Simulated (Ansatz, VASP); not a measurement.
**Two plane-wave programs on HfN**

```
CELL_PARAMETERS angstrom
0.00000 2.25586 2.25586
2.25586 0.00000 2.25586
2.25586 2.25586 0.00000
ATOMIC_POSITIONS crystal
Hf 0.00000 0.00000 0.00000
N 0.50000 0.50000 0.50000
```

The cell is a database's computed one.

Alike in both runs: task relaxation of cell and atoms; functional PBE; k mesh 16 × 16 × 16; occupations gaussian, width 0.1 eV; no spin polarisation.

|  | VASP | Ansatz |
| --- | --- | --- |
| version | VASP 6.6.1 | Ansatz 0.2.0 |
| potentials or method | VASP PAW PBE potentials, release 64 (Hf_pv, N) | scalar-relativistic, plane waves, PAW |
| plane-wave cutoff (eV) | 600 | 420 |
| valence electrons in the cell | 15 | 31 |

Ansatz gave:

- gap on the k mesh at the Fermi level, each at its own relaxed structure (eV): none
- relaxed volume (Å³/atom): 11.76
- relaxed cell length with the largest relative difference (Å): 3.216
- energy change over the relaxation (meV/atom): -6

Q: Which values does VASP return?

A: gap on the k mesh at the Fermi level, each at its own relaxed structure (eV): none; relaxed volume (Å³/atom): 11.65; relaxed cell length with the largest relative difference (Å): 3.206; energy change over the relaxation (meV/atom): -2.

A gap of «none» marks a metal or a gap that the smearing closes. The two sets of potentials don't hold the same shells in valence.

Spin-orbit coupling is left out, which matters for the levels of Hf.
